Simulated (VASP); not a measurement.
VASP 6.6.1 run: BAs

INCAR

```
GGA = CA
LCHARG = .FALSE.
NSW = 30
ISIF = 3
LREAL = .FALSE.
LASPH = .TRUE.
EDIFF = 1E-7
SIGMA = 0.02
ISMEAR = -1
PREC = Low
NELM = 76
EDIFFG = -5E-3
ENCUT = 180
IBRION = 2
NBANDS = 11
LWAVE = .FALSE.
```

KPOINTS

```
KPOINTS created by Atomic Simulation Environment
0
Gamma
8 8 8
0 0 0
```

POSCAR

```
B  As
 1.0000000000000000
     0.0000000000000000    2.3052873175144932    2.3052873175144932
     2.3052873175144932    0.0000000000000000    2.3052873175144932
     2.3052873175144932    2.3052873175144932    0.0000000000000000
 B   As
   1   1
Cartesian
 -0.0000000000000000 -0.0000000000000000  0.0000000000000000
  2.3052873175144932  2.3052873175144932  2.3052873175144932
```

The recommended LDA PAW datasets give the neutral cell 8 valence electrons.

Command

```
mpirun -np 1 vasp_std
```

**Question.** Predict the outcome of this run.

**Answer.** It converged. Results: relaxed cell vector lengths 3.174, 3.174, 3.174 Å; relaxed cell volume 22.61 Å³.

OSZICAR

```
N       E                     dE             d eps       ncg     rms          rms(c)
DAV:   1    -0.827236557507E+00   -0.82724E+00   -0.19578E+03   666   0.268E+02
DAV:   2    -0.108915386575E+02   -0.10064E+02   -0.94500E+01   847   0.586E+01
DAV:   3    -0.110549606417E+02   -0.16342E+00   -0.16329E+00   743   0.697E+00
DAV:   4    -0.110550863281E+02   -0.12569E-03   -0.12568E-03   718   0.232E-01
DAV:   5    -0.110550863952E+02   -0.67119E-07   -0.67006E-07   734   0.519E-03    0.416E+00
DAV:   6    -0.109150411015E+02    0.14005E+00   -0.48003E-01   653   0.227E+00    0.223E+00
DAV:   7    -0.109045345843E+02    0.10507E-01   -0.34432E-02   731   0.917E-01    0.958E-01
DAV:   8    -0.109015303223E+02    0.30043E-02   -0.10669E-03   668   0.192E-01    0.512E-02
DAV:   9    -0.109015186957E+02    0.11627E-04   -0.39852E-05   731   0.326E-02    0.350E-02
DAV:  10    -0.109015200065E+02   -0.13108E-05   -0.19811E-06   722   0.842E-03    0.202E-03
...
   2 F= -.10939096E+02 E0= -.10937291E+02  d E =-.375759E-01
       N       E                     dE             d eps       ncg     rms          rms(c)
DAV:   1    -0.110074077072E+02   -0.68312E-01   -0.78507E-01   656   0.399E+00    0.877E-01
DAV:   2    -0.109847857820E+02    0.22622E-01   -0.46823E-02   644   0.841E-01    0.419E-01
DAV:   3    -0.109796947762E+02    0.50910E-02   -0.97164E-03   671   0.442E-01    0.130E-01
DAV:   4    -0.109788973970E+02    0.79738E-03   -0.89563E-04   665   0.145E-01    0.491E-02
DAV:   5    -0.109788771800E+02    0.20217E-04   -0.55163E-05   692   0.316E-02    0.294E-02
DAV:   6    -0.109788760603E+02    0.11196E-05   -0.45721E-06   668   0.104E-02    0.674E-04
DAV:   7    -0.109788760135E+02    0.46817E-07   -0.11818E-07   430   0.194E-03
   3 F= -.10978876E+02 E0= -.10978182E+02  d E =-.773562E-01
```

| ionic step | ΔE (meV/atom) | volume (Å³) | largest force (eV/Å) | pressure (GPa) | electronic steps |
| --- | --- | --- | --- | --- | --- |
| 1 | 0.0 | 24.50 | 0.000 | -12.04 | 12 |
| 2 | -18.8 | 21.38 | 0.000 | 10.64 | 8 |
| 3 | -38.7 | 22.61 | 0.000 | -0.05 | 7 |

These settings aren't sound, so the numbers aren't properties of the crystal.

The fault: cell relaxed at a low cutoff.

On sound settings the LDA relaxation ends at 23.64 Å³.
